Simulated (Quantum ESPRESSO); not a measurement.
# CsBr in Quantum ESPRESSO: tuning threads

Input of the first run (threads 48); the others differ in this setting and in those tied to it:

The input pw.in:

```
&CONTROL
  calculation = 'scf'
  prefix = 'pwscf'
  outdir = './tmp'
  pseudo_dir = './pseudo'
  tprnfor = .true.
  tstress = .true.
  disk_io = 'nowf'
/
&SYSTEM
  ibrav = 0
  nat = 2
  ntyp = 2
  ecutwfc = 50
  nbnd = 14
  occupations = 'smearing'
  smearing = 'fd'
  degauss = 0.00367493
/
&ELECTRONS
  conv_thr = 4d-10
  electron_maxstep = 80
  mixing_beta = 0.5
/
ATOMIC_SPECIES
Cs   132.9055 Cs.upf
Br    79.9040 Br.upf
CELL_PARAMETERS angstrom
   4.3256222200    0.0000000000    0.0000000000
   0.0000000000    4.3256222200    0.0000000000
   0.0000000000    0.0000000000    4.3256222200
ATOMIC_POSITIONS crystal
Cs     0.0000000000    0.0000000000    0.0000000000
Br     0.5000000000    0.5000000000    0.5000000000
K_POINTS automatic
6 6 6 0 0 0
```

Potentials or basis: PseudoDojo 0.5 SR PBE standard.

The run is started by

```sh
$ OMP_NUM_THREADS=48 mpirun -n 1 pw.x -in pw.in > pw.out
```

The cell comes from a database or a generator and needn't be the stable form of this composition.

Hardware: Arm Neoverse N1.

Problem. The values tried are 48, 28, 16, 8, 4, 2, 1. Which gives the shortest run?

Solution. Fastest here: 1 (24 s); slowest of those that converged: 48 (130 s). These are single runs, one after another on one machine, so differences under about a fifth mean little.

```csv
threads,energy less the last converged row (meV/atom),SCF cycles,wall time (s),peak memory (GiB)
48,0.00,8,130,0.09
28,0.00,8,85,0.09
16,0.00,8,65,0.09
8,0.00,8,51,0.09
4,0.00,8,47,0.09
2,0.00,8,41,0.09
1,0.00,8,24,0.09
```
